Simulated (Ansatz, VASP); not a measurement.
## One calculation of Tl, two programs

```
Tl
1.0
    -1.97657    1.97657    1.97657
     1.97657   -1.97657    1.97657
     1.97657    1.97657   -1.97657
Tl
1
Direct
  0.00000 0.00000 0.00000
```

Alike in both runs: task single point; functional PBEsol; k mesh 13 × 13 × 13; occupations fermi-dirac, width 0.1 eV; no spin polarisation.

```csv
,VASP,Ansatz
version,VASP 6.6.1,Ansatz 0.2.0
potentials or method,"VASP PAW PBE potentials, release 64 (Tl_d)","plane waves (420 eV) with PAW, scalar-relativistic"
plane-wave cutoff (eV),520,420
valence electrons in the cell,13,13
```

|  | VASP | Ansatz | Ansatz less VASP |
| --- | --- | --- | --- |
| pressure (GPa) | -2.3 | -2.2 | +0.06 |

Ansatz warned: «pseudo_functional_mismatch».

Caveats: the PAW data sets were made with another functional, which shifts forces and pressure a little (VASP). Spin-orbit coupling is left out, which matters for the levels of Tl.
